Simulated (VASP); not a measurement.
# InSb2As3 (P3m1) in VASP: further runs, part 2 of 2

VASP 6.6.1.

**3. Relaxation of cell and atoms, PBE**

This run uses another cell than the first one, of 24.60 Å³/atom, 1.004 times its volume.

INCAR reads:

```
SYSTEM = InSb2As3
PREC = Accurate
ENCUT = 520
EDIFF = 1E-7
ISMEAR = 0
SIGMA = 0.1
LREAL = .FALSE.
LASPH = .TRUE.
NELM = 120
ALGO = Normal
ISIF = 3
LWAVE = .FALSE.
LCHARG = .FALSE.
GGA = PE
IBRION = 2
NSW = 60
EDIFFG = -0.005
POTIM = 0.3
KPAR = 4
```

KPOINTS reads:

```
Automatic mesh
0
G
  8 8 4
  0 0 0
```

POSCAR reads:

```
InSb2As3                                
1.0
    4.1356071310      0.0000000000     -0.0000000000
   -2.0678035655      3.5815408386     -0.0000000000
    0.0000000000     -0.0000000000      9.9650036568
  In              Sb              As            
     1     2     3
Direct
     0.0000000000000000    0.0000000000000000    0.9815990147601140
     0.6666666699999979    0.3333333300000021    0.3136445677994573
     0.3333333300000021    0.6666666699999979    0.6495593046032526
     0.0000000000000000    0.0000000000000000    0.4817439067324678
     0.3333333300000021    0.6666666699999979    0.1486030234884492
     0.6666666699999979    0.3333333300000021    0.8148181426162523
```

Potentials or basis: VASP PAW PBE potentials, release 64 (In_d, Sb, As).

Command:

```sh
> cat potpaw_PBE.64/In_d/POTCAR potpaw_PBE.64/Sb/POTCAR potpaw_PBE.64/As/POTCAR > POTCAR
> mpirun -np 4 vasp_std > vasp.out
```

OUTCAR:

```text
SYSTEM = InSb2As3
   PREC = Accurate
   ENCUT = 520
   EDIFF = 1E-7
   ISMEAR = 0
   LREAL = .FALSE.
   LASPH = .TRUE.
   NELM = 120
   ISIF = 3
   GGA = PE
   IBRION = 2
   NSW = 60
   EDIFFG = -0.005
   POTIM = 0.3

 ion  position               nearest neighbor table
   1  0.000  0.000  0.982-   6 2.91   6 2.91   6 2.91   5 2.91   5 2.91   5 2.91
   2  0.667  0.333  0.314-   5 2.90   5 2.90   5 2.90   4 2.92   4 2.92   4 2.92
   3  0.333  0.667  0.650-   6 2.90   6 2.90   6 2.90   4 2.92   4 2.92   4 2.92
   4  0.000  0.000  0.482-   3 2.92   3 2.92   3 2.92   2 2.92   2 2.92   2 2.92
   5  0.333  0.667  0.149-   2 2.90   2 2.90   2 2.90   1 2.91   1 2.91   1 2.91
   6  0.667  0.333  0.815-   3 2.90   3 2.90   3 2.90   1 2.91   1 2.91   1 2.91

  LATTYP: Found a hexagonal cell.
 ALAT       =     4.1356071310
 C/A-ratio  =     2.4095624514

  Lattice vectors:

 A1 = (   4.1356071310,   0.0000000000,   0.0000000000)
 A2 = (  -2.0678035655,   3.5815408386,   0.0000000000)
 A3 = (   0.0000000000,   0.0000000000,   9.9650036568)

Analysis of symmetry for initial positions (statically):
=====================================================================
 Subroutine PRICEL returns:
 Original cell was already a primitive cell.

 Routine SETGRP: Setting up the symmetry group for a
 hexagonal supercell.

 Subroutine GETGRP returns: Found  6 space group operations
 (whereof  6 operations were pure point group operations)
 out of a pool of 24 trial point group operations.

The static configuration has the point symmetry C_3v.

Analysis of symmetry for dynamics (positions and initial velocities):
[... 197 lines left out ...]
     -0.00000      2.38769      1.48083         0.000000     -0.000000     -0.004210
      2.06780      1.19385      8.11967         0.000000     -0.000000      0.002387
 -----------------------------------------------------------------------------------
    total drift:                               -0.000000     -0.000000     -0.000037

  FREE ENERGIE OF THE ION-ELECTRON SYSTEM (eV)
  ---------------------------------------------------
  free  energy   TOTEN  =       -24.8048833538 eV

  energy  without entropy=      -24.7951432830  energy(sigma->0) =      -24.80001332

--------------------------------------- Ionic step        2  -------------------------------------------

 number of electron      38.0000008 magnetization

 Free energy of the ion-electron system (eV)
  ---------------------------------------------------
  ext. energy  EPLUGINS =         0.00000000
  ---------------------------------------------------
  free energy    TOTEN  =       -24.80488550 eV

  energy without entropy =      -24.79515543  energy(sigma->0) =      -24.80002046

 E-fermi :   6.3984     XC(G=0):  -9.9799

 val. band max:        6.3427937574   @ k =   0.1250   0.1250   0.2500
 cond. band min:       6.4425719551   @ k =   0.5000   0.0000   0.2500
 fundamental gap:      0.0997781976
 Fermi energy:         6.3984240803

 k-point     1 :       0.0000    0.0000    0.0000
  band No.  band energies     occupation
      1      -8.0483      2.00000
      2      -8.0483      2.00000
      3      -8.0113      2.00000
      4      -7.9853      2.00000
      5      -7.9853      2.00000
      6      -6.8675      2.00000
[... 613 lines left out ...]
     22       8.4605      0.00000
     23       9.6713      0.00000

 [... further k-points ...]

------------------------ aborting loop because EDIFF is reached ----------------------------------------

  FORCE on cell =-STRESS in cart. coord.  units (eV):
  Direction    XX          YY          ZZ          XY          YZ          ZX
  --------------------------------------------------------------------------------------
  -------------------------------------------------------------------------------------
  Total        0.0039085      0.0039085     -0.0089219      0.0000000      0.0000000      0.0000000
  in kB        0.0424257      0.0424257     -0.0968453      0.0000000      0.0000000      0.0000000
  external PRESSURE =      -0.0039980 kB  Pullay stress =       0.0000000 kB

 VOLUME and BASIS-vectors are now :
 -----------------------------------------------------------------------------
  energy-cutoff  :      520.00
  volume of cell :      147.60
      direct lattice vectors                 reciprocal lattice vectors
     4.135693228 -0.000000000  0.000000000     0.241797432  0.139601812 -0.000000000
    -2.067846614  3.581615400  0.000000000     0.000000000  0.279203624 -0.000000000
     0.000000000  0.000000000  9.964655230    -0.000000000 -0.000000000  0.100354701

 POSITION                                       TOTAL-FORCE (eV/Angst)
 -----------------------------------------------------------------------------------
     -0.00000      0.00000      9.78127        -0.000000      0.000000      0.000404
      2.06785      1.19387      3.12534        -0.000000     -0.000000     -0.000582
     -0.00000      2.38774      6.47280         0.000000      0.000000      0.004584
     -0.00000      0.00000      4.80034        -0.000000     -0.000000     -0.002339
     -0.00000      2.38774      1.48066        -0.000000     -0.000000     -0.004186
      2.06785      1.19387      8.11945         0.000000     -0.000000      0.002121
 -----------------------------------------------------------------------------------
    total drift:                               -0.000000     -0.000000      0.000826

  FREE ENERGIE OF THE ION-ELECTRON SYSTEM (eV)
  ---------------------------------------------------
  free  energy   TOTEN  =       -24.8048855016 eV

  energy  without entropy=      -24.7951554279  energy(sigma->0) =      -24.80002046

 reached required accuracy - stopping structural energy minimisation
```

OSZICAR:

```text
N       E                     dE             d eps       ncg     rms          rms(c)
DAV:   1     0.282802244677E+03    0.28280E+03   -0.14964E+04  1610   0.156E+03
DAV:   2     0.582116331822E+01   -0.27698E+03   -0.27162E+03  1771   0.348E+02
DAV:   3    -0.239764420609E+02   -0.29798E+02   -0.28934E+02  2080   0.110E+02
[... 12 lines left out ...]
DAV:  16    -0.248048833538E+02   -0.46293E-07   -0.93863E-09  1113   0.837E-04
   1 F= -.24804883E+02 E0= -.24800013E+02  d E =-.248049E+02
       N       E                     dE             d eps       ncg     rms          rms(c)
DAV:   1    -0.248048854962E+02   -0.21887E-05   -0.31851E-05  1722   0.335E-02    0.285E-03
DAV:   2    -0.248048855678E+02   -0.71538E-07   -0.20432E-06  2105   0.111E-02    0.162E-03
DAV:   3    -0.248048855016E+02    0.66141E-07   -0.81978E-08  1134   0.322E-03
   2 F= -.24804886E+02 E0= -.24800020E+02  d E =-.214784E-05
```

CONTCAR:

```text
InSb2As3
   1.00000000000000
     4.1356932275140261   -0.0000000000000000    0.0000000000000000
    -2.0678466137570131    3.5816154003685159    0.0000000000000000
     0.0000000000000000    0.0000000000000000    9.9646552296095514
  In              Sb              As
     1     2     3
Direct
     0.0000000000000000    0.0000000000000000    0.9815967825260083
     0.6666666699999979    0.3333333300000021    0.3136430420592958
     0.3333333300000021    0.6666666699999979    0.6495759993857763
     0.0000000000000000    0.0000000000000000    0.4817362652877684
     0.3333333300000021    0.6666666699999979    0.1485907936440963
     0.6666666699999979    0.3333333300000021    0.8148250770970477

  0.00000000E+00  0.00000000E+00  0.00000000E+00
  0.00000000E+00  0.00000000E+00  0.00000000E+00
  0.00000000E+00  0.00000000E+00  0.00000000E+00
  0.00000000E+00  0.00000000E+00  0.00000000E+00
  0.00000000E+00  0.00000000E+00  0.00000000E+00
  0.00000000E+00  0.00000000E+00  0.00000000E+00
```

Run time: 39 s. Hardware: 4 MPI ranks of Intel Xeon Platinum 8488C (Sapphire Rapids), shared host; peak memory 0.36 GiB.

Results:

```yaml
Free_energy: -24.8049 eV
Energy_gained_by_relaxing: 0.0 meV/atom
Ionic_steps: 2
Pressure_after_relaxing: 0.0 GPa
Largest_force_after_relaxing: 0.005 eV/Å
Band_gap_on_the_k_mesh: none (metal or under the smearing width)
```

Forces on the atoms (eV/Å):
```
In   0.000  0.000  0.000
Sb   0.000  0.000 -0.001
Sb   0.000  0.000  0.005
As   0.000  0.000 -0.002
As   0.000  0.000 -0.004
As   0.000  0.000  0.002
```

Final structure:
```
CELL_PARAMETERS angstrom
4.13569 0.00000 0.00000
-2.06785 3.58162 0.00000
0.00000 0.00000 9.96466
ATOMIC_POSITIONS crystal
In 0.00000 0.00000 0.98160
Sb 0.66667 0.33333 0.31364
Sb 0.33333 0.66667 0.64958
As 0.00000 0.00000 0.48174
As 0.33333 0.66667 0.14859
As 0.66667 0.33333 0.81483
```

**4. Single point, r2SCAN**

This run uses another cell than the first one, of 24.60 Å³/atom, 1.004 times its volume.

INCAR reads:

```
SYSTEM = InSb2As3
  PREC = Accurate
  ENCUT = 520
  EDIFF = 1E-6
  ISMEAR = 0
  SIGMA = 0.1
  LREAL = .FALSE.
  LASPH = .TRUE.
  NELM = 150
  ALGO = Normal
  ISIF = 2
  LWAVE = .FALSE.
  LCHARG = .FALSE.
  METAGGA = R2SCAN
  LMIXTAU = .TRUE.
  KPAR = 4
```

KPOINTS is that of step 3.

POSCAR reads:

```
InSb2As3                                
1.0
    4.1356932275     -0.0000000000      0.0000000000
   -2.0678466138      3.5816154004      0.0000000000
    0.0000000000      0.0000000000      9.9646552296
  In              Sb              As            
     1     2     3
Direct
     0.0000000000000000    0.0000000000000000    0.9815967825260083
     0.6666666699999979    0.3333333300000021    0.3136430420592958
     0.3333333300000021    0.6666666699999979    0.6495759993857763
     0.0000000000000000    0.0000000000000000    0.4817362652877684
     0.3333333300000021    0.6666666699999979    0.1485907936440963
     0.6666666699999979    0.3333333300000021    0.8148250770970477
```

Command:

```sh
> cat potpaw_PBE.64/In_d/POTCAR potpaw_PBE.64/Sb/POTCAR potpaw_PBE.64/As/POTCAR > POTCAR
> mpirun -np 4 vasp_std > vasp.out
```

It took 1.7 min on 4 MPI ranks of Intel Xeon Platinum 8488C (Sapphire Rapids), shared host; peak memory 0.38 GiB.

Results (log left out):

* Free energy: -118.1230 eV
* Pressure: -1.8 GPa
* Largest force: 0.023 eV/Å
* Band gap on the k mesh: none (metal or under the smearing width)

Forces on the atoms (eV/Å):
```
In   0.000  0.000 -0.001
Sb   0.000  0.000 -0.005
Sb   0.000  0.000  0.008
As   0.000  0.000 -0.002
As   0.000  0.000 -0.023
As   0.000  0.000  0.022
```

Stress tensor (GPa, compression positive):
```
-1.91  0.00  0.00
 0.00 -1.91  0.00
 0.00  0.00 -1.72
```

Levels at points of the mesh, in eV from the Fermi level:
```
           k point  band 16  band 17  band 18  band 19  band 20  band 21  band 22  band 23
(0.00, 0.00, 0.00)    -1.41    -0.98    -0.98     0.21     0.31     1.00     1.00     2.14
(0.50, 0.00, 0.00)    -2.56    -2.44    -1.74    -0.96    -0.94     2.18     2.75     3.09
(0.00, 0.00, 0.50)    -0.86    -0.86    -0.55    -0.52     0.61     0.61     0.65     1.93
(0.50, 0.00, 0.50)    -2.71    -2.63    -0.80    -0.71     0.75     0.83     0.99     2.17
```

Caveat: the PAW data sets were made with another functional, which shifts forces and pressure a little. The run has no spin-orbit coupling, so splittings on Sb are missing.
